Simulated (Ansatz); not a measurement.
A plane-wave DFT run in Ansatz 0.2.0 (scalar-relativistic PAW potentials unless the input names others): input and command.

```yaml
crystal:
  lattice:
    - [3.8370963224, 0.0, 0.0]
    - [0.0, 3.8370963224, 0.0]
    - [0.0, 0.0, 4.7621285948]
  atoms:
    - { symbol: Sn, position: [0.0276422608, 0.5276422608, 0.2432422113] }
    - { symbol: Sn, position: [0.4723577392, -0.0276422608, 0.7567577887] }
    - { symbol: O, position: [-0.0037654053, 0.0037654053, 0.0] }
    - { symbol: O, position: [0.5037654053, 0.4962345947, 0.0] }
  symmetry: { detect: false }
basis:
  ecutwfc: 420
kpoints:
  mp_grid: { grid: [12, 12, 10] }
hamiltonian:
  xc: pbe
  dispersion: d3bj
scf:
  occupations: { method: gaussian, width: 0.15 }
output:
  forces: true
  eigenvalues: true
  stress: true
```

```bash
ansatz run input.yaml --threads 2 --pin off --max-ram 5120MiB --backend cpu --events-out ev --progress --plain --runs-dir out
```

Abridged log:
```
Basis set: ecut = 420 eV, 1359 PW (Γ), exchange–correlation on 54×54×64 points (8 copies of the dense FFT grid, shifted against one another)
Bands: 24, of which v1, the nominal top of the filled ones, is band 20 counted from 1 (19 counted from 0)
Symmetry: 1 space group operations
k-points: 724 of 1440 (time reversal used)
SCF iter   1: F=—  HF=-13184.189756 eV  |F-HF|=—  |Δ(HF+E_count)|=         —  Δρ=2.02e-3  dr2=2.11e-3  ethr=1.77e-3  ⟨swp⟩=5.6  Hψ=77527  notcnv=0
SCF iter   2: F=—  HF=-13184.189285 eV  |F-HF|=—  |Δ(HF+E_count)|=   4.72e-4  Δρ=1.17e-3  dr2=9.59e-4  ethr=5.27e-6  ⟨swp⟩=2.1  Hψ=34311  notcnv=0
SCF iter   3: F=—  HF=-13184.189562 eV  |F-HF|=—  |Δ(HF+E_count)|=   2.77e-4  Δρ=6.37e-4  dr2=2.20e-4  ethr=2.40e-6  ⟨swp⟩=3.0  Hψ=32029  notcnv=0
SCF iter   4: F=—  HF=-13184.189549 eV  |F-HF|=—  |Δ(HF+E_count)|=   1.28e-5  Δρ=1.84e-4  dr2=2.29e-5  ethr=5.51e-7  ⟨swp⟩=2.0  Hψ=22969  notcnv=0
SCF iter   5: F=—  HF=-13184.189538 eV  |F-HF|=—  |Δ(HF+E_count)|=   1.12e-5  Δρ=8.29e-5  dr2=5.42e-6  ethr=5.73e-8  ⟨swp⟩=2.0  Hψ=30760  notcnv=0
SCF iter   6: F=—  HF=-13184.189540 eV  |F-HF|=—  |Δ(HF+E_count)|=   2.38e-6  Δρ=3.04e-5  dr2=7.66e-7  ethr=1.36e-8  ⟨swp⟩=2.0  Hψ=23127  notcnv=0
SCF iter   7: F=-13184.189540 eV  HF=-13184.189540 eV  |F-HF|=3.71e-8  |Δ(HF+E_count)|=   4.03e-7  Δρ=1.05e-5  dr2=9.38e-8  ethr=2.50e-10  ⟨swp⟩=4.0  Hψ=75550  notcnv=0
SCF 1 converged in 7 iterations: F = -13184.189540 eV  dr2 = 9.38e-8
SCF converged after 7 iterations
Free energy (F): -13184.189540 eV
Harris-Foulkes:  -13184.189540 eV  (|F-HF|=3.71e-8)
Internal energy: -13184.188236 eV  (E = F + TS)
E sigma→0 (E₀):  -13184.188888 eV
Entropy (-TS):   -0.001304 eV (-0.326 meV/atom)
Fermi energy:    9.997062 eV
  E_disp       = -0.939058  (pairwise vdW)
--- Forces (eV/Å), atoms counted from 1 ---
  atom   1  Sn    -0.57336986    -0.57337056     0.19220916
  atom   2  Sn     0.57337032     0.57336998    -0.19220946
  atom   3  O      0.00060626    -0.00060613    -0.00000006
  atom   4  O     -0.00060702     0.00060691     0.00000008
--- Stress (GPa, compression-positive) ---
        0.932180       0.308196      -2.253818
        0.308196       0.932180      -2.253819
       -2.253814      -2.253815       1.182574
  P = ⅓ Tr σ = 1.0156 GPa (10.156 kbar)
```

Apart from outputs and empty bands, the input differs from a reference run on usual settings in crystal.symmetry: not typed → {"detect": false}. The reference, at the same geometry (not necessarily relaxed), gave pressure 1.02 GPa, largest force 0.833 eV/Å, no gap on the mesh. This run converged in 7 SCF iterations (reference: 7) with an energy at zero smearing within 0.01 meV/atom of the reference's, pressure 1.02 GPa, largest force 0.833 eV/Å, no gap on the mesh.

Time: 36 s on 2 threads of AMD EPYC 7R43 64-Core Processor (Zen 3), on a shared host, peak memory 1.3 GiB.